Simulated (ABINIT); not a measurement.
PtSe2 (Sudovikovite):

```
CELL_PARAMETERS angstrom
3.72400 0.00000 0.00000
-1.86200 3.22508 0.00000
0.00000 0.00000 5.06200
ATOMIC_POSITIONS crystal
Pt 0.00000 0.00000 0.00000
Se 0.66667 0.33333 0.75000
Se 0.33333 0.66667 0.25000
```

Base run:

```yaml
Program: ABINIT 10.8.3 (patched build)
Functional: PBEsol
Potentials_or_basis: PseudoDojo NC SR PBEsol v0.4.1 standard
Cutoff: 1061 eV
k_mesh: 6 × 6 × 4
Occupations: fermi-dirac, width 0.05 eV
Spin: no spin polarisation
```

Its results: band gap on the k mesh none (metal or under the smearing width); pressure 1.5 GPa; largest force 0.324 eV/Å.

Q: The run is repeated on the same cell with these changes: potentials or basis from PseudoDojo NC SR PBEsol v0.4.1 standard to JTH PAW PBE v2.0; cutoff from 1061 eV to 408 eV; valence electrons from 50 to 22. What comes out?

A: Band gap on the k mesh none (metal or under the smearing width); pressure 2.9 GPa; largest force 0.443 eV/Å.

Caveats: the PAW data sets were made with another functional, which shifts forces and pressure a little (some runs).

Not every run made on this cell is shown here.
